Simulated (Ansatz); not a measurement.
The system is GaN.

```
CELL_PARAMETERS angstrom
0.00000 2.13524 2.13524
2.13524 0.00000 2.13524
2.13524 2.13524 0.00000
ATOMIC_POSITIONS crystal
Ga 0.00000 0.00000 0.00000
N 0.50000 0.50000 0.50000
```

Measurements of this composition are mostly on another form, of space group No. 186.

Base run:

```yaml
Program: Ansatz 0.2.0
Functional: PBE
Potentials_or_basis: Ansatz PAW
Cutoff: "420 eV (not typed: the program's choice for these potentials)"
k_mesh: 11 × 11 × 11
Occupations: fixed
Spin: no spin polarisation
```

Its results: band gap on the k mesh 0.55 eV, indirect (least direct gap 2.36 eV); electronic dielectric tensor (diagonal) 8.57.

Task: The run is repeated on the same cell with these changes: functional from PBE to LDA. What comes out?

Result: Band gap on the k mesh 0.34 eV, indirect (least direct gap 2.42 eV); electronic dielectric tensor (diagonal) 8.73.

Caveats: the gap is small at this level, which inflates the dielectric constant; odd divisions of the mesh miss points on the zone boundary, where band edges often lie, so the gap on the mesh can be too wide.

A k mesh can miss the band edges.
